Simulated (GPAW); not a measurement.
# BAs (F-43m) in GPAW: single point with PBE

Aim: the single point of BAs with PBE.

Everything below comes from runs of GPAW 26.7.0. Logs are shortened: lines on timing, memory, paths and dates and some standing lists are left out, and cuts for length are marked. The log counts tension as positive stress, the text compression.

**1. The crystal as given**

Symmetry: F-43m, No. 216, cubic system. Conventional cell: a = 4.777 Å, b = 4.777 Å, c = 4.777 Å, α = 90.00°, β = 90.00°, γ = 90.00°. As (site symmetry -43m) is surrounded by 4 B at 2.07 Å. Around B (site symmetry -43m) lie 4 As at 2.07 Å.

**2. Single point, PBE**

File run.py:

```python
from ase.dft.bandgap import bandgap
from ase.io import read, write
from ase.units import GPa
from gpaw import GPAW, PW

atoms = read('POSCAR')

calc = GPAW(mode=PW(600),
            xc='PBE',
            kpts={'size': (8, 8, 8), 'gamma': True},
            occupations={'name': 'fermi-dirac', 'width': 0.05},
            nbands=11,
            maxiter=120,
            txt='gpaw.txt')
atoms.calc = calc
energy = atoms.get_potential_energy()
forces = atoms.get_forces()
stress = atoms.get_stress()
calc.write('gs.gpw')
write('result.traj', atoms)
print(f'Energy: {energy:.6f} eV')
print('Forces (eV/A):')
print(forces.round(4))
print('Stress (GPa):', (stress / GPa).round(3))
print('Fermi level:', round(calc.get_fermi_level(), 4), 'eV')
print(f'Gap: {bandgap(calc)[0]:.4f} eV, direct: {bandgap(calc, direct=True)[0]:.4f} eV')
```

File POSCAR:

```
BAs
1.0
    0.0000000000      2.3885000000      2.3885000000
    2.3885000000      0.0000000000      2.3885000000
    2.3885000000      2.3885000000      0.0000000000
As B
1 1
Direct
    0.7500000000      0.7500000000      0.7500000000
    0.0000000000      0.0000000000      0.0000000000
```

Potentials or basis: GPAW PAW data sets (gpaw-data 1.2.1), pw.

The run is started by

```
OMP_NUM_THREADS=1 python run.py
```

gpaw.txt:

```text
__  _  _
 | _ |_)|_||  |
 |__||  | ||/\| - 26.7.0

Input parameters:
  mode=PW(ecut=600.0),
  kpts=MonkhorstPack(size=(8, 8, 8), gamma=True),
  maxiter=120,
  nbands=11,
  occupations=Occupations(name='fermi-dirac', width=0.05),
  xc=XC(name='PBE')

Diagonalizing LCAO Hamiltonian
Converting LCAO to pw mode

                   As

       B

Atoms  # Å, Bohr magnetons
|   | symbol |        x |        y |        z |    initial magnetic moments |
|---|--------|----------|----------|----------|-----------------------------|
| 0 |     As | 3.582750 | 3.582750 | 3.582750 | ( 0.0000,  0.0000,  0.0000) |
| 1 |      B | 0.000000 | 0.000000 | 0.000000 | ( 0.0000,  0.0000,  0.0000) |

Unit cell  # Å
| periodic |        x |        y |        z |  lengths |    angles |
|----------|----------|----------|----------|----------|-----------|
|      yes | 0.000000 | 2.388500 | 2.388500 | 3.377849 | 60.000000 |
|      yes | 2.388500 | 0.000000 | 2.388500 | 3.377849 | 60.000000 |
|      yes | 2.388500 | 2.388500 | 0.000000 | 3.377849 | 60.000000 |

Number of symmetries: 24
Symmetry operations  # r_c * U_cc + t_c -> r_c
|    | kind |            matrix            |
|----|------|------------------------------|
|  0 |  E   |  1, 0, 0,  0, 1, 0,  0, 0, 1 |
|  1 |  σ   |  1, 0, 0,  0, 0, 1,  0, 1, 0 |
|  2 |  σ   |  1, 0,-1,  0, 1,-1,  0, 0,-1 |
|  3 |  C3  |  1, 0,-1,  0, 0,-1,  0, 1,-1 |
|  4 |  C3  |  1,-1, 0,  0,-1, 1,  0,-1, 0 |
|  5 |  σ   |  1,-1, 0,  0,-1, 0,  0,-1, 1 |
|  6 |  σ   |  0, 1, 0,  1, 0, 0,  0, 0, 1 |
|  7 |  C3  |  0, 1, 0,  0, 0, 1,  1, 0, 0 |
|  8 |  C2  |  0, 1,-1,  1, 0,-1,  0, 0,-1 |
|  9 |  S4  |  0, 1,-1,  0, 0,-1,  1, 0,-1 |
| 10 |  C3  |  0, 0, 1,  1, 0, 0,  0, 1, 0 |
| 11 |  σ   |  0, 0, 1,  0, 1, 0,  1, 0, 0 |
| 12 |  S4  |  0, 0,-1,  1, 0,-1,  0, 1,-1 |
| 13 |  C3  |  0, 0,-1,  0, 1,-1,  1, 0,-1 |
| 14 |  S4  |  0,-1, 1,  1,-1, 0,  0,-1, 0 |
| 15 |  C2  |  0,-1, 1,  0,-1, 0,  1,-1, 0 |
| 16 |  C3  |  0,-1, 0,  1,-1, 0,  0,-1, 1 |
| 17 |  S4  |  0,-1, 0,  0,-1, 1,  1,-1, 0 |
| 18 |  S4  | -1, 1, 0, -1, 0, 1, -1, 0, 0 |
| 19 |  C3  | -1, 1, 0, -1, 0, 0, -1, 0, 1 |
| 20 |  C3  | -1, 0, 1, -1, 1, 0, -1, 0, 0 |
| 21 |  S4  | -1, 0, 1, -1, 0, 0, -1, 1, 0 |
| 22 |  σ   | -1, 0, 0, -1, 1, 0, -1, 0, 1 |
| 23 |  C2  | -1, 0, 0, -1, 0, 1, -1, 1, 0 |

BZ-sampling:
  Number of BZ points: 512
  Number of IBZ points: 29

  Monkhorst-Pack size: [8, 8, 8]
  Monkhorst-Pack shift: [0.0625, 0.0625, 0.0625]

K-points  # in reciprocal-cell coordinates
|     |                                coordinates |     weight |
|-----|--------------------------------------------|------------|
|   0 | (  0.00000000,   0.00000000,   0.00000000) | 0.00195312 |
|   1 | (  0.12500000,   0.12500000,   0.00000000) | 0.01171875 |
|   2 | (  0.12500000,   0.12500000,   0.12500000) | 0.01562500 |
|   3 | (  0.25000000,   0.12500000,   0.12500000) | 0.02343750 |
|   4 | (  0.25000000,   0.25000000,   0.00000000) | 0.01171875 |
|   5 | (  0.25000000,   0.25000000,   0.12500000) | 0.04687500 |
|   6 | (  0.25000000,   0.25000000,   0.25000000) | 0.01562500 |
|   7 | (  0.37500000,   0.25000000,  -0.37500000) | 0.04687500 |
|   8 | (  0.37500000,   0.25000000,   0.12500000) | 0.04687500 |
|   9 | (  0.37500000,   0.25000000,   0.25000000) | 0.04687500 |
| ... |                                            |            |
|  28 | (  0.50000000,   0.50000000,   0.50000000) | 0.00781250 |

Plane wave coefficients: 941
Cutoff: 600.0 eV

Spin-components: 1 (collinear spins)
Bands:           11
Projectors:      10
Spin-degeneracy: 2
Datatype:        complex128

Parallelization:
  kpt:    1
  domain: 1
  band:   1

Density:
  Valence electrons: 8.0
  Components: 1
  Grid points: [20 20 20]
  Charge: 0.0  # |e|

Potential:
  Grid points: [20 20 20]

species:
  As:
    name:    Arsenic
    Z:       33.0
    valence: 5
    core:    28
    charge:  0.0  # [|e|]
    compensation charges:
      type: gauss
      rc: 0.33  # [Å]
      lmax: 2
    cutoffs:
      filter: 1.87  # [Å]
      core: 2.96  # [Å]
    projectors
    | kind |    occ | energy [eV] | rcut [Å] |
    |------|--------|-------------|----------|
    |   4s |  2.000 |     -14.487 |    1.058 |
    |   4p |  3.000 |      -5.196 |    1.058 |
    |    s |        |      12.725 |    1.058 |
    |    p |        |      22.016 |    1.058 |
    |    d |        |       0.000 |    1.058 |

    Using partial waves for As as LCAO basis

  B:
    name:    Boron
    Z:       5.0
    valence: 3
    core:    2
    charge:  0.0  # [|e|]
    compensation charges:
      type: gauss
      rc: 0.20  # [Å]
      lmax: 2
    cutoffs:
      filter: 1.14  # [Å]
      core: 1.38  # [Å]
    projectors
    | kind |    occ | energy [eV] | rcut [Å] |
    |------|--------|-------------|----------|
    |   2s |  2.000 |      -9.443 |    0.635 |
    |   2p |  1.000 |      -3.606 |    0.635 |
    |    s |        |      17.768 |    0.635 |
    |    p |        |      23.605 |    0.635 |
    |    d |        |       0.000 |    0.635 |

    Using partial waves for B as LCAO basis

Reference energy: -62172.463167  # eV

eigensolver:
  PPCG
  Converge bands: occupied
  niter=2

density mixing:
  MSR1-Mixer
  Pratt-step length: 0.05
  Maximum mixing coefficient: 0.75
  Old densities: 10
  SVD Regularization: 0.005
  Good broyden scale: 1.0
  Trust region scale: 1.0
  Backstep threshold: 4.0
  History deletion threshold: 6.0
  Fourier metric: weight=20.0, sigma=0.015

occupation numbers:
  Fermi-Dirac:
    width: 0.0500  # eV

poisson solver:
  ecut: 4800.0  # eV

xc functional:
  name: PBE with 2 nearest neighbor stencil

convergence criteria:
- Maximum [total energy] change in last 3 cyles: 0.0005 eV / valence electron
- Maximum integral of absolute [dens]ity change: 0.0001 electrons / valence electron
- Maximum integral of absolute [eigenst]ate change: 4e-08 eV^2 / valence electron
maximum number of iterations: 120

SCF iterations
|iter     | |      energy | eigst |  dens |
|---------|-|-------------|-------|-------|
|iter:   1| |  -11.971247 | -0.28 |       |
|iter:   2| |  -11.853857 | -2.30 | -0.72 |
|iter:   3| |  -11.397374 | -1.77 | -0.76 |
|iter:   4| |  -11.394836 | -3.18 | -1.44 |
|iter:   5| |  -11.395268c| -4.06 | -1.89 |
|iter:   6| |  -11.395297c| -5.77 | -2.66 |
|iter:   7| |  -11.395298c| -7.51c| -3.61 |
|iter:   8| |  -11.395298c| -8.49c| -4.14c|

Converged in 8 steps
Energy contributions relative to reference atoms: (reference = -62172.463167)

Energy contributions:
  Kinetic:          20.234918
  Coulomb:         -17.892630
  Zero:             -0.007722
  External:          0.000000
  Xc:              -13.729864
  Entropy:          -0.000000
  Spinorbit:         0.000000
  ----------------------------
  Free energy:     -11.395298
  Extrapolated:    -11.395298

dipole moment: (-3.219153, -3.219153, -3.219153)  # |e|*Ang

Fermi level: 8.558
Eigenvalues  # (at kpt = [0.000, 0.000, 0.000])
| band index |      eig [eV] | occ [0-2] |
|------------|---------------|-----------|
|          0 |        -7.415 |     2.000 |
|          1 |         7.977 |     2.000 |
|          2 |         7.977 |     2.000 |
|          3 |         7.977 |     2.000 |
|          4 |        11.270 |     0.000 |
|          5 |        11.270 |     0.000 |
|          6 |        11.270 |     0.000 |
|          7 |        12.705 |     0.000 |
|          8 |        17.625 |     0.000 |
|          9 |        21.061 |     0.000 |
|         10 |        22.443 |     0.000 |

Gap: 1.197 eV
Transition (v -> c):
  (s=0, k=0, n=3, [0.00, 0.00, 0.00]) -> (s=0, k=12, n=4, [0.38, 0.38, 0.00])
Direct/indirect transitions are different
Direct gap: 3.293 eV
Transition at: (s=0, k=0, n=3, [0.00, 0.00, 0.00])

Forces  # eV/Ang
|        x |        y |        z |
|----------|----------|----------|
|  0.00000 | -0.00000 | -0.00000 |  # As   0
| -0.00000 |  0.00000 |  0.00000 |  # B    1

Stress tensor  # eV/Ang^3
|         x |         y |         z |
|-----------|-----------|-----------|
| -0.020699 | -0.000000 |  0.000000 |
| -0.000000 | -0.020699 | -0.000000 |
|  0.000000 | -0.000000 | -0.020699 |

# Writing to gs.gpw (mode='')
```

It took 4.4 s on 1 thread of Arm Neoverse V2, shared host; peak memory 0.13 GiB.

Results:

```
Free energy            : -11.3953 eV
Pressure               : 3.3 GPa
Band gap on the k mesh : 1.20 eV, indirect (least direct gap 3.29 eV)
```

Levels at points of the mesh, in eV from the valence-band top:
```tsv
k point	band 1	band 2	band 3	band 4	band 5	band 6	band 7
(0.00, 0.00, 0.00)	-15.39	0.00	0.00	0.00	3.29	3.29	3.29
(0.50, 0.50, 0.00)	-11.21	-8.52	-4.07	-4.07	1.43	1.45	11.41
(0.50, 0.50, 0.50)	-12.52	-8.78	-1.82	-1.82	2.71	4.80	4.80
```

Caveat: the cutoff is short for stress and forces, so pressures can be off by a GPa or more.
